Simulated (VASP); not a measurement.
# TiO2 (P4_2/mnm) in VASP: notebook, part 2 of 2

VASP 6.6.1. Earlier steps stand in the parts before.

**4. Dielectric tensor, PBE**

Input file INCAR:

```
  PREC = Accurate
  ENCUT = 520
  EDIFF = 1E-8
  ISMEAR = 0
  SIGMA = 0.01
  LREAL = F
  LASPH = T
  NELM = 100
  ALGO = Normal
  ISIF = 2
  LWAVE = F
  LCHARG = F
  GGA = PE
  LEPSILON = T
```

Input file KPOINTS:

```
regular mesh
0
Gamma
  7 7 11
```

Input file POSCAR:

```
TiO2
1.0
    4.5998373239      0.0000000000      0.0000000000
    0.0000000000      4.5998373239      0.0000000000
    0.0000000000      0.0000000000      2.9592135600
Ti O
2 4
Direct
    0.0000000000      0.0000000000      0.5000000000
    0.5000000000      0.5000000000      0.0000000000
    0.3043213200      0.3043213200      0.5000000000
    0.1956786800      0.8043213200      0.0000000000
    0.8043213200      0.1956786800      0.0000000000
    0.6956786800      0.6956786800      0.5000000000
```

Potentials or basis: VASP PAW PBE potentials, release 64 (Ti_sv, O).

Run with:

```sh
> cat potpaw_PBE.64/Ti_sv/POTCAR potpaw_PBE.64/O/POTCAR > POTCAR
> mpirun -np 1 vasp_std > vasp.out
```

OUTCAR:

```text
PREC = Accurate
   ENCUT = 520
   EDIFF = 1E-8
   ISMEAR = 0
   LREAL = F
   LASPH = T
   NELM = 100
   ISIF = 2
   GGA = PE
   LEPSILON = T

 Found     60 irreducible k-points:

 Following reciprocal coordinates:
            Coordinates               Weight
  0.000000  0.000000  0.000000      1.000000
  0.142857  0.000000  0.000000      4.000000
  0.285714  0.000000  0.000000      4.000000
  0.428571  0.000000  0.000000      4.000000
  0.142857  0.142857  0.000000      4.000000
  0.285714  0.142857  0.000000      8.000000
   k-points           NKPTS =     60   k-points in BZ     NKDIM =     60   number of bands    NBANDS=     28
   number of dos      NEDOS =    301   number of ions     NIONS =      6
   total plane-waves  NPLWV =  31104
   dimension x,y,z NGX =    36 NGY =   36 NGZ =   24
   dimension x,y,z NGXF=    72 NGYF=   72 NGZF=   48
   ions per type =               2   4
   NGX,Y,Z   is equivalent  to a cutoff of  13.01, 13.01, 13.48 a.u.
[... 338 lines left out ...]
  x     0.00000     0.00000     0.00000     0.00000     0.00000     0.00000
  y     0.00000     0.00000     0.00000     0.00000     0.00000     0.00000
  z     0.00000     0.00000     0.00000     0.00000     0.00000     0.00000

 PIEZOELECTRIC TENSOR (including local field effects)  for field in x, y, z        (C/m^2)
          XX          YY          ZZ          XY          YZ          ZX
  --------------------------------------------------------------------------------
  x     0.00000     0.00000     0.00000     0.00000     0.00000     0.00000
  y     0.00000     0.00000     0.00000     0.00000     0.00000     0.00000
  z     0.00000     0.00000     0.00000     0.00000     0.00000     0.00000

 BORN EFFECTIVE CHARGES (including local field effects) (in |e|, cummulative output)
 ---------------------------------------------------------------------------------
 ion    1
    1     6.33009     1.03227     0.00000
    2     1.03227     6.33009     0.00000
    3     0.00000     0.00000     7.69617
 ion    2
    1     6.33009    -1.03227     0.00000
    2    -1.03227     6.33009     0.00000
    3     0.00000     0.00000     7.69617
 ion    3
    1    -3.16504    -1.81443     0.00000
    2    -1.81443    -3.16504     0.00000
    3     0.00000     0.00000    -3.84808
 ion    4
    1    -3.16504     1.81443     0.00000
    2     1.81443    -3.16504     0.00000
    3     0.00000     0.00000    -3.84808
 ion    5
    1    -3.16504     1.81443     0.00000
    2     1.81443    -3.16504     0.00000
    3     0.00000     0.00000    -3.84808
 ion    6
    1    -3.16504    -1.81443     0.00000
    2    -1.81443    -3.16504     0.00000
    3     0.00000     0.00000    -3.84808
```

stdout:

```text
POSCAR found type information on POSCAR TiO
 POSCAR found :  2 types and       6 ions
 scaLAPACK will be used
 LDA part: xc-table for (Slater+PW92), standard interpolation
 POSCAR, INCAR and KPOINTS ok, starting setup
 FFT: planning ... GRIDC
 FFT: planning ... GRID_SOFT
 FFT: planning ... GRID
 WAVECAR not read
 entering main loop
 Linear response reoptimize wavefunctions to high precision
 Linear response G [H, r] |phi>, progress :
  Direction:   1
 Linear response G [H, r] |phi>, progress :
  Direction:   2
 Linear response G [H, r] |phi>, progress :
  Direction:   3
 Linear response to external field (no local field effect), progress :
  Direction:   1
 dielectric tensor                  component  1 :     7.878    -0.499    -1.392
 Linear response to external field (no local field effect), progress :
  Direction:   2
 dielectric tensor                  component  2 :    -0.499     7.389    -0.229
 Linear response to external field (no local field effect), progress :
  Direction:   3
 dielectric tensor                  component  3 :    -1.392    -0.229     8.962
 Linear response to external field, progress :
  Direction:   1
 dielectric tensor                  component  1 :     7.434    -0.315    -0.794
 Linear response to external field, progress :
  Direction:   2
 dielectric tensor                  component  2 :    -0.316     7.434    -0.826
 Linear response to external field, progress :
  Direction:   3
 dielectric tensor                  component  3 :    -1.390    -0.229     8.851
 Born effective charges drift removed
```

It took 16 min on 1 thread of Intel Xeon 6975P-C (Granite Rapids), shared host; peak memory 0.49 GiB.

These settings aren't checked as converged: the numbers below hold their error.

What came out:

```yaml
Band_gap_on_the_k_mesh: 1.84 eV, direct
Electronic_dielectric_tensor_diagonal: 7.43, 7.43, 8.85
Born_charges_mean_of_the_diagonal: Ti +6.79; O -3.39 e
```

Caveat: an odd mesh through Γ misses points on the zone boundary, where band edges often lie.

**5. Dielectric tensor, PBE**

INCAR: that of step 4 with these lines changed.

```diff
@@ -1,3 +1,3 @@
   PREC = Accurate
-  ENCUT = 520
+  ENCUT = 280
   EDIFF = 1E-8
```

Input file KPOINTS:

```
regular mesh
0
Gamma
  3 3 4
```

POSCAR is that of step 4.

Potentials or basis: VASP PAW PBE potentials, release 64 (Ti_sv, O).

Run with:

```sh
> cat potpaw_PBE.64/Ti_sv/POTCAR potpaw_PBE.64/O/POTCAR > POTCAR
> mpirun -np 1 vasp_std > vasp.out
```

OUTCAR:

```text
PREC = Accurate
   ENCUT = 280
   EDIFF = 1E-8
   ISMEAR = 0
   LREAL = F
   LASPH = T
   NELM = 100
   ISIF = 2
   GGA = PE
   LEPSILON = T

 Found      9 irreducible k-points:

 Following reciprocal coordinates:
            Coordinates               Weight
  0.000000  0.000000  0.000000      1.000000
  0.333333  0.000000  0.000000      4.000000
  0.333333  0.333333  0.000000      4.000000
  0.000000  0.000000  0.250000      2.000000
  0.333333  0.000000  0.250000      8.000000
  0.333333  0.333333  0.250000      8.000000
   k-points           NKPTS =      9   k-points in BZ     NKDIM =      9   number of bands    NBANDS=     28
   number of dos      NEDOS =    301   number of ions     NIONS =      6
   total plane-waves  NPLWV =  12544
   dimension x,y,z NGX =    28 NGY =   28 NGZ =   16
   dimension x,y,z NGXF=    56 NGYF=   56 NGZF=   32
   ions per type =               2   4
   NGX,Y,Z   is equivalent  to a cutoff of  10.12, 10.12,  8.99 a.u.
   NGXF,Y,Z  is equivalent  to a cutoff of  20.24, 20.24, 17.98 a.u.
 SYSTEM =  unknown system
   PREC   = accura    normal or accurate (medium, high low for compatibility)
   ISTART =      0    job   : 0-new  1-cont  2-samecut
   ICHARG =      2    charge: 1-file 2-atom 10-const
   ISPIN  =      1    spin polarized calculation?
   LNONCOLLINEAR =      F non collinear calculations
   LSORBIT =      F    spin-orbit coupling
   LASPH  =      T    aspherical Exc in radial PAW
   ENCUT  =  280.0 eV  20.58 Ry    4.54 a.u.   6.28  6.28  4.04*2*pi/ulx,y,z
   NELM   =    100;   NELMIN=  2; NELMDL= -5     # of ELM steps
   EDIFF  = 0.1E-07   stopping-criterion for ELM
   LREAL  =      F    real-space projection
   EDIFFG = 0.1E-06   stopping-criterion for IOM
   NSW    =      0    number of steps for IOM
   IBRION =     -1    ionic relax: 0-MD 1-quasi-New 2-CG
   NFREE  =      0    steps in history (QN), initial steepest desc. (CG)
   ISIF   =      2    stress and relaxation
   ISYM   =      2    0-nonsym 1-usesym 2-fastsym
   POTIM  = 0.5000    time-step for ionic-motion
   TEBEG  =    0.0;   TEEND  =   0.0 temperature during run
   PSTRESS=    0.0 pullay stress
   NELECT =      48.0000    total number of electrons
   NUPDOWN=      -1.0000    fix difference up-down
   EMIN   =  10.00;   EMAX   =-10.00  energy-range for DOS
[... 274 lines left out ...]

--------------------------------------- Ionic step        2  -------------------------------------------

------------------------ aborting loop because EDIFF is reached ----------------------------------------

--------------------------------------- Ionic step        3  -------------------------------------------

 Free energy of the ion-electron system (eV)
  ---------------------------------------------------
  ---------------------------------------------------
  free energy    TOTEN  =        -1.47071343 eV

  energy without entropy =       -1.47071343

------------------------ aborting loop because EDIFF is reached ----------------------------------------

 PIEZOELECTRIC TENSOR FIELD DIRECTION 3  (e Angst)
 -----------------------------------------------------------------------------
    -0.00233  0.00000  0.00000           (  0.00006 -0.00000  0.00000)
     0.00000 -0.00233  0.00000           ( -0.00000  0.00006  0.00000)
     0.00000  0.00000  0.00218           (  0.00000  0.00000 -0.00028)

 PIEZOELECTRIC TENSOR FIELD DIRECTION 3  (C/m^2)
 -----------------------------------------------------------------------------
    -0.00060  0.00000  0.00000
     0.00000 -0.00060  0.00000
     0.00000  0.00000  0.00056

 MACROSCOPIC STATIC DIELECTRIC TENSOR (including local field effects in DFT)
 ------------------------------------------------------
           7.423186     0.000000     0.000000
           0.000000     7.423186     0.000000
           0.000000     0.000000     9.109144
 ------------------------------------------------------

 PIEZOELECTRIC TENSOR (including local field effects)  for field in x, y, z        (e  Angst)
          XX          YY          ZZ          XY          YZ          ZX
  --------------------------------------------------------------------------------
  x     0.00000     0.00000     0.00000     0.00000     0.00000     0.00000
  y     0.00000     0.00000     0.00000     0.00000     0.00000     0.00000
  z     0.00000     0.00000     0.00000     0.00000     0.00000     0.00000

 PIEZOELECTRIC TENSOR (including local field effects)  for field in x, y, z        (C/m^2)
          XX          YY          ZZ          XY          YZ          ZX
  --------------------------------------------------------------------------------
  x     0.00000     0.00000     0.00000     0.00000     0.00000     0.00000
  y     0.00000     0.00000     0.00000     0.00000     0.00000     0.00000
  z     0.00000     0.00000     0.00000     0.00000     0.00000     0.00000

 BORN EFFECTIVE CHARGES (including local field effects) (in |e|, cummulative output)
 ---------------------------------------------------------------------------------
 ion    1
    1     6.37983     1.01755     0.00000
    2     1.01755     6.37983     0.00000
    3     0.00000     0.00000     7.94737
 ion    2
    1     6.37983    -1.01755     0.00000
    2    -1.01755     6.37983     0.00000
    3     0.00000     0.00000     7.94737
 ion    3
    1    -3.18991    -1.88218     0.00000
    2    -1.88218    -3.18991     0.00000
    3     0.00000     0.00000    -3.97369
 ion    4
    1    -3.18991     1.88218     0.00000
    2     1.88218    -3.18991     0.00000
    3     0.00000     0.00000    -3.97369
 ion    5
    1    -3.18991     1.88218     0.00000
    2     1.88218    -3.18991     0.00000
    3     0.00000     0.00000    -3.97369
 ion    6
    1    -3.18991    -1.88218     0.00000
    2    -1.88218    -3.18991     0.00000
    3     0.00000     0.00000    -3.97369
```

stdout:

```text
POSCAR found type information on POSCAR TiO
 POSCAR found :  2 types and       6 ions
 scaLAPACK will be used
 LDA part: xc-table for (Slater+PW92), standard interpolation
 POSCAR, INCAR and KPOINTS ok, starting setup
 FFT: planning ... GRIDC
 FFT: planning ... GRID_SOFT
 FFT: planning ... GRID
 WAVECAR not read
 entering main loop
 Linear response reoptimize wavefunctions to high precision
 Linear response G [H, r] |phi>, progress :
  Direction:   1
 Linear response G [H, r] |phi>, progress :
  Direction:   2
 Linear response G [H, r] |phi>, progress :
  Direction:   3
 Linear response to external field (no local field effect), progress :
  Direction:   1
 dielectric tensor                  component  1 :     7.679    -0.650    -0.740
 Linear response to external field (no local field effect), progress :
  Direction:   2
 dielectric tensor                  component  2 :    -0.650     7.571    -0.082
 Linear response to external field (no local field effect), progress :
  Direction:   3
 dielectric tensor                  component  3 :    -0.740    -0.083     9.216
 Linear response to external field, progress :
  Direction:   1
 dielectric tensor                  component  1 :     7.423    -0.635    -0.424
 Linear response to external field, progress :
  Direction:   2
 dielectric tensor                  component  2 :    -0.635     7.423    -0.422
 Linear response to external field, progress :
  Direction:   3
 dielectric tensor                  component  3 :    -0.739    -0.083     9.109
 Born effective charges drift removed
```

Wall time 2 min (1 thread of Intel Xeon 6975P-C (Granite Rapids), shared host); peak memory 0.16 GiB.

The run converged, but a check on its numbers failed (symmetry, net force, bounds or a known fault of this set-up), so they aren't taken as properties of the crystal.

Caveat: the k mesh is coarse (spacing up to 0.53 Å⁻¹), so the values aren't converged; the cutoff lies under the usual one of these potentials, so the numbers hold a large basis-set error; an odd mesh through Γ misses points on the zone boundary, where band edges often lie.

**6. For comparison**

An earlier run on the cell as given: functional PBEsol; potentials or basis VASP PAW PBE potentials, release 64 (Ti_sv, O); cutoff 520 eV; k mesh 6 × 6 × 9; occupations fermi-dirac, width 0.05 eV; no spin polarisation.

* Pressure: -2.1 GPa
* Largest force: 0.047 eV/Å
* Band gap on the k mesh: 1.80 eV, direct

**7. Overview**

| task | level | ladder | gap on the mesh (eV) | pressure (GPa) | largest force (eV/Å) |
| --- | --- | --- | --- | --- | --- |
| band structure | PW91 | - | 1.83 | 4.5 | 0.02 |
| band structure | AM05 | - | 1.80 | -1.7 | 0.07 |
| single point | PBEsol | free | 1.80 | -2.1 | 0.05 |

Alike in all rows: potentials or basis VASP PAW PBE potentials, release 64 (Ti_sv, O); no spin polarisation; cell as given; k mesh 6 × 6 × 9; cutoff (eV) 520; smearing fermi-dirac 0.05 eV.

On the cell as given the gap runs from 1.80 eV (AM05) to 1.83 eV (PW91). The pressure there spans -2.1 GPa (PBEsol) to 4.5 GPa (PW91); a positive pressure means that this level wants a larger cell, a negative one a smaller.

Caveats: the PAW data sets were made with another functional, which shifts forces and pressure a little; an odd mesh through Γ misses points on the zone boundary, where band edges often lie (some runs).

Total energies depend on the potentials used, so only differences within one code and one set of settings carry meaning.

**8. Comparison with measurements**

Step 2. A measured gap of TiO2 is 3.03 eV (direct; 1.6 K; quoted in “Shallow Valence Band of Rutile GeO2 and P-type Doping”, 2020, arxiv:2011.08928); the calculated 1.83 eV misses it by -1.20 eV. 2 values of this kind are on record in papers (3.03 to 3.05 eV); this one was drawn at random among those near their median. The value is that of PW91, without temperature or zero-point motion. Semilocal functionals fall short of measured gaps as a rule. The cell is a database's relaxed one, not the measured one, which moves gaps too.

Step 3. A measured gap of TiO2 is 3.03 eV (direct; 1.6 K; quoted in “Shallow Valence Band of Rutile GeO2 and P-type Doping”, 2020, arxiv:2011.08928); the calculated 1.80 eV misses it by -1.23 eV. 2 values of this kind are on record in papers (3.03 to 3.05 eV); this one was drawn at random among those near their median. The value is that of AM05, without temperature or zero-point motion. Semilocal functionals fall short of measured gaps as a rule. The cell is a database's relaxed one, not the measured one, which moves gaps too.
